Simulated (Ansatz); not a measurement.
Start from LiI in the rock salt structure (space group Fm-3m, No. 225; a = 6.018 Å). Axes: x, y, z lie along the cube axes.

Level of theory: r2SCAN, PAW, 500 eV (Ansatz, an electronic-structure program; scalar-relativistic without spin-orbit coupling).

For the base:

Band gap: 5.00 eV

One thing is altered: compressive biaxial strain of 3.40 % in the plane normal to [110], as in epitaxy on a mismatched substrate; the out-of-plane cell vector and the atoms relax.

Predict the new band gap, valence-band top at Γ, energy relative to the base and in-plane stress.

The band gap falls by 0.35 eV to 4.65 eV; the valence-band top at Γ (three highest levels, from the VBM) comes out as 0.00, -0.31, -0.38 eV; the energy grows by 9.6 meV/atom; the mean in-plane stress (compression positive) comes out as +1.7 GPa.

Spin-orbit coupling, missing from the scalar runs, can matter with I. Stability against distortions was not tested.
